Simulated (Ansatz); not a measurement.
Cu:

```
CELL_PARAMETERS angstrom
0.00000 1.80750 1.80750
1.80750 0.00000 1.80750
1.80750 1.80750 0.00000
ATOMIC_POSITIONS crystal
Cu 0.00000 0.00000 0.00000
```

Base run:

```yaml
Program: Ansatz 0.2.0
Functional: PBEsol
Potentials_or_basis: all-electron LAPW, scalar-relativistic
Cutoff: 295 eV (chosen from the basis error)
Basis_error_allowed: 0.001 eV/atom
k_mesh: 13 × 13 × 13
Occupations: fermi-dirac, width 0.05 eV
Spin: no spin polarisation
```

Its results: pressure -6.6 GPa.

**Question.** After a change of settings the same cell gave: pressure 9.7 GPa. Which change was it?
A. functional from PBEsol to PBE; occupations from fermi-dirac, width 0.05 eV to gaussian, width 0.025 eV
B. functional from PBEsol to BLYP
C. occupations from fermi-dirac, width 0.05 eV to gaussian, width 0.1 eV

**Answer.** B.

BLYP binds less tightly than PBEsol, so the same cell stands under more pressure.
